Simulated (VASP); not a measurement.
A run of VASP 6.6.1:

The input INCAR:

```
ALGO     = Fast           # electronic algorithm
EDIFF    = 1E-7           # SCF threshold, eV
ENCUT    = 520            # plane-wave cutoff, eV
GGA      = PS             # functional
ISIF     = 2              # what is computed and relaxed
ISMEAR   = 0              # smearing method
LASPH    = T              # aspherical terms in the spheres
LCHARG   = F              # write CHGCAR
LREAL    = F              # projectors in reciprocal space
LWAVE    = F              # write WAVECAR
NBANDS   = 30             # bands
NELM     = 100            # most SCF steps
PREC     = Accurate       # precision mode
SIGMA    = 0.1            # smearing width, eV
```

Contents of KPOINTS:

```
k-points
0
Gamma
  6 6 6
```

File POSCAR:

```
Bi
1.0
    5.6642874112      0.0000000000      0.0000000000
   -2.8321437056      4.9054167924      0.0000000000
    0.0000000000      0.0000000000      3.2781410625
Bi
3
Direct
    0.0000000000      0.0000000000      0.0000000000
    0.3333333333      0.6666666667      0.5000000000
    0.6666666667      0.3333333333      0.5000000000
```

Potentials or basis: VASP PAW PBE potentials, release 64 (Bi_d).

Launch:

```sh
$ cat potpaw_PBE.64/Bi_d/POTCAR > POTCAR
$ mpirun -np 1 vasp_std > vasp.out
```

Hardware: 1 thread of Intel(R) Xeon(R) Platinum 8488C (Sapphire Rapids), on a shared host.

Q: Estimate the wall time of this run.

A: It took 47 s on 1 thread of Intel(R) Xeon(R) Platinum 8488C (Sapphire Rapids), on a shared host, peak memory 0.22 GiB. Counts: scf iterations 16, k points 28.
